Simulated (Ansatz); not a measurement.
SnS₂: what changed settings do

All trials start from this Ansatz input:

```yaml
crystal:
  lattice:
    - [3.6743056006, 0.0, 0.0]
    - [-1.8371528003, 3.1820419914, 0.0]
    - [0.0, 0.0, 6.22883184]
  atoms:
    - { symbol: Sn, position: [0.0, 0.0, 0.0] }
    - { symbol: S, position: [0.33333333, 0.66666667, 0.23465347] }
    - { symbol: S, position: [0.66666667, 0.33333333, 0.76534653] }
basis:
  ecutwfc: 420
kpoints:
  mp_grid: { grid: [6, 6, 4] }
hamiltonian:
  xc: pbe
scf:
  occupations: { method: gaussian, width: 0.1 }
output:
  forces: true
  stress: true
  eigenvalues: true
```

Command:

```bash
ansatz run input.yaml --threads 1 --pin off --max-ram 1331MiB --backend cpu --events-out ev --progress --plain --runs-dir out
```

The run converges in 6 SCF iterations on 24 irreducible k-points: pressure 2.18 GPa, largest force 0.237 eV/Å, gap on the sampled k-points 1.61 eV.

These settings were drawn at random to show what each does; none of the numbers is a converged property of the crystal. Each trial's input is given as a difference from the reference's; energies are extrapolated to zero smearing where there is one, and pressure is positive in compression.

**Question.** Trial 1:

```diff
 basis:
-  ecutwfc: 420
+  ecutwfc: 530
 scf:
+  mixing: { algorithm: broyden, ndim: 4, preconditioner: ldos }
+  initial_density: { chi_scale: 0, normalization: atom }
+  max_iter: 57
```

What does the program give?

**Answer.** The run converges in 8 SCF iterations on 24 irreducible k-points: energy 1.00 meV per atom below the reference, pressure 2.17 GPa, largest force 0.236 eV/Å, gap on the sampled k-points 1.61 eV.

**Question.** Trial 2:

```diff
 kpoints:
-  mp_grid: { grid: [6, 6, 4] }
+  mp_grid: { grid: [3, 2, 5] }
 scf:
-  occupations: { method: gaussian, width: 0.1 }
+  occupations: { method: fixed }
+  n_extra_bands: 8
+  max_iter: 30
+  convergence: { dr2_threshold: "1e-6 eV" }
```

What happens?

**Answer.** The run converges in 6 SCF iterations on 16 irreducible k-points: energy 208 meV per atom above the reference, pressure 3.98 GPa, largest force 0.320 eV/Å, gap on the sampled k-points 1.64 eV. It warns that the SCF threshold is loose for the forces; that the SCF threshold is loose for the stress; that the mesh lowers the symmetry.

**Question.** Trial 3:

```diff
 basis:
-  ecutwfc: 420
+  ecutwfc: "9 Ha"
+  xc_grid: 2
 hamiltonian:
-  xc: pbe
+  xc: lda
 output:
-  forces: true
-  stress: true
+  forces: false
+  stress: false
```

What does the program give?

**Answer.** The run converges in 7 SCF iterations on 24 irreducible k-points: gap on the sampled k-points 1.41 eV. It warns that the cutoff lies under the recommended one, 420 eV for these potentials.

**Question.** Trial 4:

```diff
 basis:
-  ecutwfc: 420
+  ecutrho_ratio: 12
 kpoints:
-  mp_grid: { grid: [6, 6, 4] }
+  mp_grid: { grid: [1, 3, 3] }
 hamiltonian:
-  xc: pbe
+  xc: pbesol
+  hubbard: { sites: [{ species: S, l: p, u_eff: 1.2 }] }
 scf:
-  occupations: { method: gaussian, width: 0.1 }
+  occupations: { method: fixed }
+  lower_state_search: standard
 output:
+  dos: { projected: true }
```

How does this run end?

**Answer.** The run converges in 8 SCF iterations on 5 irreducible k-points: pressure 9.16 GPa, largest force 0.648 eV/Å, gap on the sampled k-points 1.92 eV. It warns that the mesh lowers the symmetry. Under a U the state reached may not be the lowest.

**Question.** Trial 5:

```diff
 kpoints:
-  mp_grid: { grid: [6, 6, 4] }
+  mp_grid: { kspacing: 0.73 }
 scf:
+  n_extra_bands: 12
```

How does this run end?

**Answer.** The run converges in 6 SCF iterations on 6 irreducible k-points: energy 101 meV per atom above the reference, pressure 3.19 GPa, largest force 0.128 eV/Å, gap on the sampled k-points 2.11 eV.